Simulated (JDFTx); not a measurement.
Runs of JDFTx 1.7.0 (patched build) on CoO. Symmetry: P-6m2, No. 187, hexagonal system. Conventional cell: a = 2.828 Å, b = 2.828 Å, c = 2.722 Å, α = 90.00°, β = 90.00°, γ = 120.00°. Co (site symmetry -6m2) has 6 O at 2.13 Å as nearest neighbours. O (site symmetry -6m2) has 6 Co at 2.13 Å as nearest neighbours. The cell was built by a generator and needn't be a form met in nature.

| fixed moment (μB) | pressure (GPa) | moment (μB) |
| --- | --- | --- |
| 2.0 | (a) | 2.00 |
| 1.0 | -10.8 | 1.00 |
| 4.0 | 22.1 | 4.00 |
| 3.0 | -0.8 | 3.00 |

Alike in all rows: task single point; level PBE; potentials or basis PseudoDojo-SR-PBE-0.5-standard with smoothed tails; spin collinear, ferromagnetic start; cell as given; k mesh 9 × 9 × 8; cutoff (eV) 1306; smearing fermi-dirac 0.05 eV.

Task: Estimate the missing entries.

Result: (a) -7.6.

Caveats: the total moment is fixed, so each spin has its own Fermi level; a cell with one magnetic atom can't hold antiferromagnetic order, which such compounds often take; the moment is held away from its start (some runs).
